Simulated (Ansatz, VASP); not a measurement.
MgO: VASP beside Ansatz

Contents of INCAR:

```
SYSTEM = MgO
PREC = Accurate
ENCUT = 520
EDIFF = 1E-6
ISMEAR = -1
SIGMA = 0.02
LREAL = .False.
LASPH = .True.
NELM = 100
ALGO = Normal
ISIF = 2
LWAVE = .False.
LCHARG = .False.
GGA = PE
NBANDS = 11
```

KPOINTS

```
regular mesh
0
Gamma
  10 10 10
  0 0 0
```

Contents of POSCAR:

```
MgO
1.0
    0.0000000000      2.2820056617      2.3276457750
    2.2820056617      0.0000000000      2.3276457750
    2.2820056617      2.2820056617      0.0000000000
Mg O
1 1
Direct
    0.0000000000      0.0000000000      0.0000000000
    0.2500000000      0.2500000000      0.2500000000
```

Input for Ansatz:

```yaml
crystal:
  lattice:
    - [0.0, 2.2820056617, 2.327645775]
    - [2.2820056617, 0.0, 2.327645775]
    - [2.2820056617, 2.2820056617, 0.0]
  atoms:
    - { symbol: Mg, position: [0.0, 0.0, 0.0] }
    - { symbol: O, position: [0.25, 0.25, 0.25] }
kpoints:
  mp_grid: { grid: [10, 10, 10] }
  band_path:
    path:
      - [0.0, 0.0, 0.0]
      - [-0.5, -0.5, 0.0]
      - [-0.375, -0.375, 0.25]
      - [-0.375, 0.0, 0.375]
      - [0.0, 0.0, 0.5]
      - [-0.5, -0.25, 0.25]
    npoints: 1
hamiltonian:
  xc: pbe
scf:
  occupations: { method: fermi_dirac, width: 0.02 }
  n_extra_bands: 4
output:
  forces: true
  stress: true
  eigenvalues: true
```

Change from the starting cell: uniaxial_z strain +2.0%.

Alike in both runs: task single point; functional PBE; k mesh 10 × 10 × 10; occupations fermi-dirac, width 0.02 eV; no spin polarisation.

|  | VASP | Ansatz |
| --- | --- | --- |
| version | VASP 6.6.1 | Ansatz 0.2.0 |
| potentials or method | VASP PAW PBE potentials, release 64 (Mg, O) | plane waves, PAW |
| plane-wave cutoff (eV) | 520 | 420 |
| valence electrons in the cell | 8 | 16 |

```csv
,VASP,Ansatz,Ansatz less VASP
gap on the k mesh at the Fermi level (eV),3.51,3.53,+0.016
pressure (GPa),1.0,1.4,+0.40
largest component of the traceless stress (GPa),0.60,0.59,-0.007
```

With one functional, cell and mesh, what is left measures potentials, basis and numerics. The two sets of potentials don't hold the same shells in valence.
